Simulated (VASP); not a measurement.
Runs of VASP 6.6.1 on ZnS. It takes space group F-43m (No. 216, cubic). The conventional cell has a = 5.404 Å, b = 5.404 Å, c = 5.404 Å, α = 90.00°, β = 90.00°, γ = 90.00°. Around Zn (site symmetry -43m) lie 4 S at 2.34 Å. S (site symmetry -43m) is surrounded by 4 Zn at 2.34 Å. 

```tsv
task	level	cell	cutoff (eV)	gap on the mesh (eV)	pressure (GPa)	relaxed volume (Å³/atom)
relaxation of cell and atoms	BLYP	relaxed	600	1.77	0.0	21.29
relaxation of cell and atoms	AM05	relaxed	600	(a)	0.0	19.40
relaxation of cell and atoms	PW91	relaxed	600	2.01	0.0	20.17
relaxation of cell and atoms	revPBE	relaxed	600	2.02	-0.1	(b)
band structure	AM05	as given	520	2.10	(d)	-
band structure	revPBE	as given	520	(c)	-	-
band structure	BLYP	as given	520	2.13	-	-
band structure	PW91	as given	520	2.10	-	-
```

Alike in all rows: potentials or basis VASP PAW PBE potentials, release 64 (Zn, S); no spin polarisation; k mesh 9 × 9 × 9; smearing fermi-dirac 0.05 eV.

Q: Fill in the values left out.

A: (a) 2.17; (b) 20.77; (c) 2.24; (d) -1.2.

Caveats: the PAW data sets were made with another functional, which shifts forces and pressure a little.

Runs at the PBE level aren't shown here.
